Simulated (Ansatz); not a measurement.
ZnSe (zincblende) (r2SCAN geometry), in Ansatz:

```cif
data_structure
_symmetry_space_group_name_H-M 'P 1'
_symmetry_Int_Tables_number 1
_cell_length_a 4.0056
_cell_length_b 4.0056
_cell_length_c 4.0056
_cell_angle_alpha 60.000
_cell_angle_beta 60.000
_cell_angle_gamma 60.000
_cell_volume 45.45
loop_
_atom_site_label
_atom_site_type_symbol
_atom_site_fract_x
_atom_site_fract_y
_atom_site_fract_z
_atom_site_occupancy
Zn1 Zn 0.00000 0.00000 0.00000 1
Se1 Se 0.25000 0.25000 0.25000 1
```

G0W0@PBE with 249 empty bands, a screening cutoff of 180 eV and a 6×6×6 mesh (PAW, contour deformation) gives 2.348 eV over the mesh points, from a PBE gap of 1.293 eV; it sums over 263 bands with 259 plane waves in the screening and a wave cutoff of 420 eV. G0W0 values are finite-basis, finite-mesh values. No spin polarisation and no zero-point or thermal motion.

(1) Estimate the gap with starting point r2SCAN.

(2) Estimate the gap with starting point HSE06.

(3) Estimate the gap with starting point PBE0.

(4) Estimate the gap with empty bands 483, screening cutoff 260 eV.

Answers

(1) 2.653 eV (+0.305 eV), from a Kohn-Sham gap of 1.868 eV.

(2) 2.930 eV (+0.582 eV), from a Kohn-Sham gap of 2.422 eV.

(3) 3.113 eV (+0.765 eV), from a Kohn-Sham gap of 3.045 eV.

(4) 2.340 eV (-0.008 eV), from a Kohn-Sham gap of 1.293 eV.

The runs are scalar-relativistic, without spin-orbit coupling.

With a shallow d shell on the cation, G0W0 converges slowly in bands and cutoff, so these values are in doubt.
